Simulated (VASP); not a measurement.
GaP, 2 atoms in the cell. Symmetry: F-43m, No. 216, cubic system. Conventional cell: a = 5.451 Å, b = 5.451 Å, c = 5.451 Å, α = 90.00°, β = 90.00°, γ = 90.00°. Around Ga (site symmetry -43m) lie 4 P at 2.36 Å. P (site symmetry -43m) has 4 Ga at 2.36 Å as nearest neighbours. 

```yaml
Program: VASP 6.6.1
Task: relaxation of cell and atoms
Functional: HSE03
Potentials_or_basis: VASP PAW PBE potentials, release 64 (Ga_d, P)
Cutoff: 600 eV
k_mesh: 4 × 4 × 4
Occupations: fermi-dirac, width 0.05 eV
Spin: no spin polarisation
Grid_for_exact_exchange_PRECFOCK: Fast
Further_INCAR_settings: ALGO = Normal; EDIFF = 1e-06; IBRION = 2; EDIFFG = -0.005; NSW = 40; ISIF = 3
```

Potentials or basis: VASP PAW PBE potentials, release 64 (Ga_d, P).

Command:

```bash
$ cat potpaw_PBE.64/Ga_d/POTCAR potpaw_PBE.64/P/POTCAR > POTCAR
$ cp INCAR.step1 INCAR
$ mpirun -np 1 vasp_std > vasp.out
$ cp INCAR.step2 INCAR
$ mpirun -np 1 vasp_std > vasp.out
```

Hardware: 1 thread of Intel(R) Xeon(R) Platinum 8488C (Sapphire Rapids), on a shared host.

Estimate the wall time of this run.

Wall time 8 min on 1 thread of Intel(R) Xeon(R) Platinum 8488C (Sapphire Rapids) (shared host), peak memory 0.29 GiB. Counts: scf iterations 43, k points 8, ion steps 5.
